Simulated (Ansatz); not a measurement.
**Density of states of Zr**

```
CELL_PARAMETERS angstrom
-1.81000 1.81000 1.81000
1.81000 -1.81000 1.81000
1.81000 1.81000 -1.81000
ATOMIC_POSITIONS crystal
Zr 0.00000 0.00000 0.00000
```

The cell comes from COD entry 9008559, which wasn't checked; take it as a given geometry.

All numbers below come from DFT, PBEsol, all-electron LAPW, scalar-relativistic in Ansatz 0.2.0.

Numerical set-up: a Γ-centred 14×14×14 k mesh, Fermi–Dirac smearing of 0.08 eV, basis error target 0.5 meV/atom, no spin polarisation.

Which of the resolved shells contributes most within 0.3 eV of the Fermi level?

Zr 4d, with 88 % of all states there; Zr 5s follows with 6 %.

Where is the centre of the filled Zr 4d states between -14 eV and the top of the filled states?

-1.08 eV from the Fermi level.

Tabulate the density of states.

States per eV and cell, averaged over 0.4 eV, from -5.4 to 1.2 eV, with energies (bin centres) from the Fermi level; empty bins are left out. The partial columns, the largest 3 alone, are projections on Löwdin-orthogonalised atomic shells (those that the program's projection atoms carry: the occupied ones and, for some elements, an empty d or f shell; other empty shells have no column), summed over atoms of an element. Weights on diffuse s and p shells depend on that basis and aren't pure angular character.
| E (eV) | total | Zr 4d | Zr 5s | Zr 4p |
| --- | --- | --- | --- | --- |
| -5.3 | 0.01 | 0.00 | 0.01 | 0.00 |
| -4.9 | 0.06 | 0.00 | 0.06 | 0.00 |
| -4.5 | 0.10 | 0.00 | 0.09 | 0.00 |
| -4.1 | 0.13 | 0.01 | 0.12 | 0.00 |
| -3.7 | 0.18 | 0.02 | 0.15 | 0.01 |
| -3.3 | 0.25 | 0.04 | 0.19 | 0.01 |
| -2.9 | 0.40 | 0.14 | 0.25 | 0.01 |
| -2.5 | 0.91 | 0.57 | 0.32 | 0.01 |
| -2.1 | 1.16 | 0.86 | 0.26 | 0.02 |
| -1.7 | 1.50 | 1.26 | 0.20 | 0.02 |
| -1.3 | 0.76 | 0.68 | 0.05 | 0.01 |
| -0.9 | 0.61 | 0.58 | 0.01 | 0.01 |
| -0.5 | 2.52 | 2.42 | 0.03 | 0.03 |
| -0.1 | 1.83 | 1.65 | 0.09 | 0.02 |
| 0.3 | 2.22 | 1.85 | 0.21 | 0.02 |
| 0.7 | 1.32 | 1.11 | 0.09 | 0.01 |
| 1.1 | 0.56 | 0.45 | 0.03 | 0.00 |
